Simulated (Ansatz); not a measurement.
**BaTe (P-6m2) at 2 levels of theory**

One geometry, relaxed with PBE; plane waves with PAW potentials in Ansatz, scalar-relativistic unless the row names spin-orbit coupling. No spin polarisation but for the spin–orbit row. Gaps are the least over mesh and band path; pressure is positive in compression.

```
CELL_PARAMETERS angstrom
4.80790 0.00000 0.00000
-2.40395 4.16376 0.00000
0.00000 0.00000 4.40996
ATOMIC_POSITIONS crystal
Ba 0.33333 0.66667 0.00000
Te 0.66667 0.33333 0.50000
```

```tsv
level	cutoff (eV)	k mesh	gap (eV)	pressure (GPa)
PBE	420	6×6×6	1.52	0.0
```

Q: What comes out on the same cell with PBE with spin-orbit coupling?

A:
```
                       level  cutoff (eV)  k mesh  gap (eV)  pressure (GPa)
PBE with spin-orbit coupling          420   6×6×6      1.41             0.0
```

Spin-orbit coupling matters for the bands of heavy elements and enters only rows that name it.

The cell was found from a structure generator's guess, not taken from experiment.
